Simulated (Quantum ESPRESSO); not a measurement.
# ZnS (Wurtzite-2H): single point with PBE

**What was measured.**

A printed reference work, monograph reports, for a bulk crystal of ZnS at 4 K: band gap 3.911 eV (direct).

The system is ZnS (Wurtzite-2H).

```
Zn S
1.0
     3.81100    0.00000    0.00000
    -1.90550    3.30042    0.00000
     0.00000    0.00000    6.23400
Zn S
2 2
Cartesian
  1.9055 1.1001 3.1170
  0.0000 2.2003 0.0000
  1.9055 1.1001 5.5171
  0.0000 2.2003 2.4001
```

| Quantity | Value |
| --- | --- |
| Program | Quantum ESPRESSO 7.5 |
| Task | single point |
| Functional | PBE |
| Potentials or basis | SSSP 1.3 efficiency PBE |
| Cutoff | 748 eV |
| Density cutoff | 5987 eV |
| k mesh | 8 × 8 × 5 |
| Occupations | fermi-dirac, width 0.05 eV |
| Spin | no spin polarisation |

```
Pressure               : 2.4 GPa
Largest force          : 0.320 eV/Å
Band gap on the k mesh : 2.24 eV, direct
```

Forces in eV/Å, atoms in the order of the input:
```
Zn   0.000  0.000  0.320
Zn   0.000  0.000  0.320
S    0.000  0.000 -0.320
S    0.000  0.000 -0.320
```

Stress tensor (GPa, compression positive):
```
3.04 0.00 0.00
0.00 3.04 0.00
0.00 0.00 0.99
```

Levels at points of the mesh, in eV from the valence-band top:
```csv
k point,band 23,band 24,band 25,band 26,band 27,band 28,band 29,band 30
"(0.00, 0.00, 0.00)",-0.86,-0.01,-0.01,0.00,2.24,2.99,6.28,6.28
"(0.00, -0.50, 0.00)",-3.16,-2.25,-1.56,-0.98,3.61,4.26,5.18,7.11
```

Run time: 30 s on 2 MPI ranks on AMD EPYC 9R45 96-Core Processor (Zen 5), with other jobs on the host, peak memory 0.48 GiB a rank.

Measured gap of ZnS: 3.911 eV (direct; 4 K; a printed reference work, monograph). This calculation gives 2.24 eV (-1.67 eV). The value is that of PBE, without temperature or zero-point motion. Semilocal functionals fall short of measured gaps as a rule.
